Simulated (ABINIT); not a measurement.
# CdTe (F-43m) in ABINIT: equation of state

Aim: energy against volume of CdTe in PBE, for its equilibrium volume and stiffness.

All numbers are computed with ABINIT 10.8.3 (patched build); they aren't measurements. Logs are shortened: lines on timing, memory, paths and dates and some standing lists are left out, and cuts for length are marked. The log counts tension as positive stress, the text compression.

## 1. The structure

It takes space group F-43m (No. 216, cubic). Conventional cell: a = 6.410 Å, b = 6.410 Å, c = 6.410 Å, α = 90.00°, β = 90.00°, γ = 90.00°. Te (site symmetry -43m) is surrounded by 4 Cd at 2.78 Å. Around Cd (site symmetry -43m) lie 4 Te at 2.78 Å.

## 2. Equation of state, PBE

Contents of run.abi:

```
ndtset 7
getwfk -1
scalecart1 3*0.9795861087
scalecart2 3*0.9864848297
scalecart3 3*0.9932883884
scalecart4 3*1.0000000000
scalecart5 3*1.0066227096
scalecart6 3*1.0131594038
scalecart7 3*1.0196128224

pp_dirpath "./"
pseudos "Te.GGA_PBE-JTH.xml, Cd.GGA_PBE-JTH.xml"

acell 4.5325544674 4.5325544674 4.5325544674 Angstrom
rprim
     0.0000000000     0.7071067812     0.7071067812
     0.7071067812     0.0000000000     0.7071067812
     0.7071067812     0.7071067812     0.0000000000
ntypat 2
znucl 52 48
natom 2
typat 1 2
xred
     0.7500000000     0.7500000000     0.7500000000
     0.0000000000     0.0000000000     0.0000000000

ecut 22.0
pawecutdg 44.0
pawxcdev 0

kptopt 1
ngkpt 7 7 7
nshiftk 1
shiftk 0.0 0.0 0.0

ixc 11

nband 13
occopt 3
tsmear 0.05 eV

nstep 100
tolvrs 1.0e-9

iomode 3
prtwf 1
prtden 0
prteig 0
prtebands 0
enunit 2
```

Potentials or basis: JTH PAW PBE v2.0.

The run is started by

```console
$ abinit run.abi > log 2>&1
```

run.abo:

```text
.Version 10.8.3 of ABINIT
 DATASET    1 : space group F-4 3 m (#216); Bravais cF (face-center cubic)
================================================================================
 Values of the parameters that define the memory need for DATASET  1.
     intxc =       0    ionmov =       0      iscf =      17    lmnmax =      18
     lnmax =       6     mgfft =      36  mpssoang =       3    mqgrid =    3001
     natom =       2  nloc_mem =       2    nspden =       1   nspinor =       1
    nsppol =       1      nsym =      24    n1xccc =       1    ntypat =       2
    occopt =       3   xclevel =       2
       mpw =        2075          nfft =       46656          nkpt =          20
 PAW method is used; the additional fine FFT grid is defined by:
   mgfftf=        54    nfftf =    157464
================================================================================
================================================================================
[... 71 lines left out ...]
 DATASET    7 : space group F-4 3 m (#216); Bravais cF (face-center cubic)
================================================================================
 Values of the parameters that define the memory need for DATASET  7.
     intxc =       0    ionmov =       0      iscf =      17    lmnmax =      18
     lnmax =       6     mgfft =      40  mpssoang =       3    mqgrid =    3001
     natom =       2  nloc_mem =       2    nspden =       1   nspinor =       1
    nsppol =       1      nsym =      24    n1xccc =       1    ntypat =       2
    occopt =       3   xclevel =       2
       mpw =        2334          nfft =       64000          nkpt =          20
 PAW method is used; the additional fine FFT grid is defined by:
   mgfftf=        54    nfftf =    157464
================================================================================
================================================================================

--------------------------------------------------------------------------------
------------- Echo of variables that govern the present computation ------------
--------------------------------------------------------------------------------
 -outvars: echo values of preprocessed input variables --------
            acell      8.5652865941E+00  8.5652865941E+00  8.5652865941E+00 Bohr
              amu      1.27600000E+02  1.12411000E+02
             ecut      2.20000000E+01 Hartree
           enunit           2
           getwfk          -1
              ixc          11
           jdtset        1    2    3    4    5    6    7
         kptrlatt        7    0    0      0    7    0      0    0    7
          kptrlen1     5.87330504E+01
          kptrlen2     5.91466770E+01
          kptrlen3     5.95545980E+01
          kptrlen4     5.99570062E+01
          kptrlen5     6.03540840E+01
          kptrlen6     6.07460046E+01
          kptrlen7     6.11329323E+01
            natom           2
            nband          13
           ndtset           7
            ngfft1         36      36      36
            ngfft2         36      36      36
            ngfft3         36      36      36
            ngfft4         40      40      40
            ngfft5         40      40      40
            ngfft6         40      40      40
            ngfft7         40      40      40
          ngfftdg          54      54      54
             nkpt          20
            nstep         100
             nsym          24
           ntypat           2
           occopt           3
        pawecutdg      4.40000000E+01 Hartree
         pawxcdev           0
           prtden           0
        prtebands           0
           prteig           0
            rprim1     0.0000000000E+00  6.9267198023E-01  6.9267198023E-01
                       6.9267198023E-01  0.0000000000E+00  6.9267198023E-01
                       6.9267198023E-01  6.9267198023E-01  0.0000000000E+00
            rprim2     0.0000000000E+00  6.9755011263E-01  6.9755011263E-01
                       6.9755011263E-01  0.0000000000E+00  6.9755011263E-01
                       6.9755011263E-01  6.9755011263E-01  0.0000000000E+00
            rprim3     0.0000000000E+00  7.0236095512E-01  7.0236095512E-01
                       7.0236095512E-01  0.0000000000E+00  7.0236095512E-01
                       7.0236095512E-01  7.0236095512E-01  0.0000000000E+00
            rprim4     0.0000000000E+00  7.0710678120E-01  7.0710678120E-01
                       7.0710678120E-01  0.0000000000E+00  7.0710678120E-01
                       7.0710678120E-01  7.0710678120E-01  0.0000000000E+00
            rprim5     0.0000000000E+00  7.1178974407E-01  7.1178974407E-01
                       7.1178974407E-01  0.0000000000E+00  7.1178974407E-01
                       7.1178974407E-01  7.1178974407E-01  0.0000000000E+00
            rprim6     0.0000000000E+00  7.1641188486E-01  7.1641188486E-01
                       7.1641188486E-01  0.0000000000E+00  7.1641188486E-01
                       7.1641188486E-01  7.1641188486E-01  0.0000000000E+00
            rprim7     0.0000000000E+00  7.2097514092E-01  7.2097514092E-01
                       7.2097514092E-01  0.0000000000E+00  7.2097514092E-01
                       7.2097514092E-01  7.2097514092E-01  0.0000000000E+00
          spgroup         216
           tolvrs      1.00000000E-09
           tsmear      1.83746611E-03 Hartree
            typat      1  2
[... 18 lines left out ...]
                       0.0000000000E+00  0.0000000000E+00  0.0000000000E+00
            xcart3     9.0238843098E+00  9.0238843098E+00  9.0238843098E+00
                       0.0000000000E+00  0.0000000000E+00  0.0000000000E+00
            xcart4     9.0848583505E+00  9.0848583505E+00  9.0848583505E+00
                       0.0000000000E+00  0.0000000000E+00  0.0000000000E+00
            xcart5     9.1450247291E+00  9.1450247291E+00  9.1450247291E+00
                       0.0000000000E+00  0.0000000000E+00  0.0000000000E+00
            xcart6     9.2044096700E+00  9.2044096700E+00  9.2044096700E+00
                       0.0000000000E+00  0.0000000000E+00  0.0000000000E+00
            xcart7     9.2630380638E+00  9.2630380638E+00  9.2630380638E+00
                       0.0000000000E+00  0.0000000000E+00  0.0000000000E+00
             xred      7.5000000000E-01  7.5000000000E-01  7.5000000000E-01
                       0.0000000000E+00  0.0000000000E+00  0.0000000000E+00
            znucl       52.00000   48.00000

================================================================================

 chkinp: Checking input parameters for consistency, jdtset=   1.

 chkinp: Checking input parameters for consistency, jdtset=   2.
[... 40 lines left out ...]
 getcut: wavevector=  0.0000  0.0000  0.0000  ngfft=  54  54  54
         ecut(hartree)=     44.000   => boxcut(ratio)=   2.15609

--- Pseudopotential description ------------------------------------------------
- pspini: atom type   1  psp file is ./Te.GGA_PBE-JTH.xml
 Pseudopotential format is: paw10
 basis_size (lnmax)=  4 (lmn_size=  8), orbitals=   0   0   1   1
 Spheres core radius: rc_sph= 2.31107438
 Shapefunction is SIN type: shapef(r)=[sin(pi*r/rshp)/(pi*r/rshp)]**2
 Radius for shape functions =  2.10488624
 Compensation charge density is not taken into account in XC energy/potential

- pspini: atom type   2  psp file is ./Cd.GGA_PBE-JTH.xml
 Pseudopotential format is: paw10
 basis_size (lnmax)=  6 (lmn_size= 18), orbitals=   0   0   1   1   2   2
 Spheres core radius: rc_sph= 2.50233826
 Shapefunction is BESSEL type: shapef(r,l)=aa(1,l)*jl(q(1,l)*r)+aa(2,l)*jl(q(2,l)*r)
 Radius for shape functions =  2.31074885
 Compensation charge density is not taken into account in XC energy/potential

   2.44797133E+03                                ecore*ucvol(ha*bohr**3)
--------------------------------------------------------------------------------

================================================================================

--- !BeginCycle
iteration_state: {dtset: 1, }
solver: {iscf: 17, nstep: 100, nline: 4, wfoptalg: 10, }
tolerances: {tolvrs: 1.00E-09, }
...

     iter   Etot(hartree)      deltaE(h)  residm     nres2
 ETOT  1  -55.812109005770    -5.581E+01 2.202E-01 3.697E+00
 ETOT  2  -55.897798019730    -8.569E-02 4.729E-02 1.429E+00
 ETOT  3  -55.937267745369    -3.947E-02 1.225E-01 3.744E+03
 ETOT  4  -55.895866702314     4.140E-02 5.625E-02 1.172E-01
 ETOT  5  -55.896839044409    -9.723E-04 1.461E-02 1.391E-01
 ETOT  6  -55.896824659580     1.438E-05 1.306E-02 1.173E-01
 ETOT  7  -55.896827787703    -3.128E-06 4.834E-03 1.257E-01
 ETOT  8  -55.896788938634     3.885E-05 4.945E-03 1.199E-01
 ETOT  9  -55.896766060221     2.288E-05 3.801E-03 1.193E-01
 ETOT 10  -55.896740972191     2.509E-05 4.123E-03 1.171E-01
[... 80 further cycles ...]
 ETOT 91  -55.896565345120    -7.642E-07 3.060E-07 2.342E-02
 ETOT 92  -55.896573330902    -7.986E-06 1.627E-06 1.618E-01
 ETOT 93  -55.896571718930     1.612E-06 2.778E-07 1.367E-01
 ETOT 94  -55.896565748712     5.970E-06 1.489E-07 5.125E-02
 ETOT 95  -55.896564560714     1.188E-06 2.510E-07 3.603E-02
 ETOT 96  -55.896583856769    -1.930E-05 2.459E-06 7.196E-02
 ETOT 97  -55.896563912914     1.994E-05 1.699E-06 1.636E-02
 ETOT 98  -55.896562518605     1.394E-06 1.249E-07 8.308E-03
 ETOT 99  -55.896561341024     1.178E-06 2.050E-07 6.081E-05
 ETOT  100  -55.896565429279    -4.088E-06 1.522E-07 4.706E-02

 Cartesian components of stress tensor (hartree/bohr^3)
  sigma(1 1)= -2.44640503E-04  sigma(3 2)=  0.00000000E+00
  sigma(2 2)= -2.44640503E-04  sigma(3 1)=  0.00000000E+00
  sigma(3 3)= -2.44640503E-04  sigma(2 1)=  0.00000000E+00

 scprqt:  WARNING -
  nstep=  100 was not enough SCF cycles to converge;
  density residual=  4.706E-02 exceeds tolvrs=  1.000E-09

--- !ResultsGS
iteration_state: {dtset: 1, }
comment   : Summary of ground state results
lattice_vectors:
- [  0.0000000,   5.9329340,   5.9329340, ]
- [  5.9329340,   0.0000000,   5.9329340, ]
- [  5.9329340,   5.9329340,   0.0000000, ]
lattice_lengths: [   8.39044,    8.39044,    8.39044, ]
lattice_angles: [ 60.000,  60.000,  60.000, ] # degrees, (23, 13, 12)
lattice_volume:   4.1767507E+02
convergence: {deltae: -4.088E-06, res2:  4.706E-02, residm:  1.522E-07, diffor: null, }
etotal    :  -5.58965654E+01
entropy   :   0.00000000E+00
fermie    :  -8.28215607E-02
cartesian_stress_tensor: # hartree/bohr^3
- [ -2.44640503E-04,   0.00000000E+00,   0.00000000E+00, ]
[... 536 lines left out ...]
 getcut: wavevector=  0.0000  0.0000  0.0000  ngfft=  40  40  40
         ecut(hartree)=     22.000   => boxcut(ratio)=   2.21178

 getcut : COMMENT -
  Note that boxcut > 2.2 ; recall that boxcut=Gcut(box)/Gcut(sphere) = 2
  is sufficient for exact treatment of convolution.
  Such a large boxcut is a waste : you could raise ecut
  e.g. ecut=   26.905802 Hartrees makes boxcut=2

 Fine grid specifications (used for densities):

 getcut: wavevector=  0.0000  0.0000  0.0000  ngfft=  54  54  54
         ecut(hartree)=     44.000   => boxcut(ratio)=   2.11207
--------------------------------------------------------------------------------
[... 733 lines left out ...]
-Cartesian components of stress tensor (GPa)         [Pressure=  1.5147E+00 GPa]
- sigma(1 1)= -1.51469064E+00  sigma(3 2)=  0.00000000E+00
- sigma(2 2)= -1.51469064E+00  sigma(3 1)=  0.00000000E+00
- sigma(3 3)= -1.51469064E+00  sigma(2 1)=  0.00000000E+00

== END DATASET(S) ==============================================================
================================================================================

 -outvars: echo values of variables after computation  --------
            acell      8.5652865941E+00  8.5652865941E+00  8.5652865941E+00 Bohr
           etotal1    -5.5896565429E+01
           etotal2    -5.5900575402E+01
           etotal3    -5.5902438293E+01
           etotal4    -5.5903929644E+01
           etotal5    -5.5905086432E+01
           etotal6    -5.5905942710E+01
           etotal7    -5.5906528422E+01
            fcart1    -0.0000000000E+00 -0.0000000000E+00 -0.0000000000E+00
                      -0.0000000000E+00 -0.0000000000E+00 -0.0000000000E+00
            fcart2     1.4083540435E-30  1.4083540435E-30 -4.2250621304E-30
                      -1.4083540435E-30 -1.4083540435E-30  4.2250621304E-30
            fcart3     5.5948299204E-30  2.7974149602E-30 -1.1189659841E-29
                      -5.5948299204E-30 -2.7974149602E-30  1.1189659841E-29
            fcart4    -2.7786397975E-30  6.9465994937E-31  2.7786397975E-30
                       2.7786397975E-30 -6.9465994937E-31 -2.7786397975E-30
            fcart5     1.1041434973E-29 -1.3801793716E-30 -8.2810762294E-30
                      -1.1041434973E-29  1.3801793716E-30  8.2810762294E-30
[... 38 lines left out ...]
                       0.0000000000E+00  0.0000000000E+00  0.0000000000E+00
           xangst1     4.7093602177E+00  4.7093602177E+00  4.7093602177E+00
                       0.0000000000E+00  0.0000000000E+00  0.0000000000E+00
           xangst2     4.7425258189E+00  4.7425258189E+00  4.7425258189E+00
                       0.0000000000E+00  0.0000000000E+00  0.0000000000E+00
           xangst3     4.7752339273E+00  4.7752339273E+00  4.7752339273E+00
                       0.0000000000E+00  0.0000000000E+00  0.0000000000E+00
           xangst4     4.8075000001E+00  4.8075000001E+00  4.8075000001E+00
                       0.0000000000E+00  0.0000000000E+00  0.0000000000E+00
           xangst5     4.8393386765E+00  4.8393386765E+00  4.8393386765E+00
                       0.0000000000E+00  0.0000000000E+00  0.0000000000E+00
           xangst6     4.8707638339E+00  4.8707638339E+00  4.8707638339E+00
                       0.0000000000E+00  0.0000000000E+00  0.0000000000E+00
           xangst7     4.9017886438E+00  4.9017886438E+00  4.9017886438E+00
                       0.0000000000E+00  0.0000000000E+00  0.0000000000E+00
             xred      7.5000000000E-01  7.5000000000E-01  7.5000000000E-01
                       0.0000000000E+00  0.0000000000E+00  0.0000000000E+00
 Calculation completed.
```

It took 4.3 min on 1 thread of Arm Neoverse V2, shared host; peak memory 0.18 GiB.

Results:

| Property | Result |
| --- | --- |
| Equilibrium volume | outside the volumes run |

Energy against volume, from the lowest point:
```csv
volume (Å³/atom),energy (meV/atom)
30.947,135.55
31.605,80.99
32.263,55.65
32.922,35.36
33.580,19.62
34.239,7.97
34.897,0.00
```
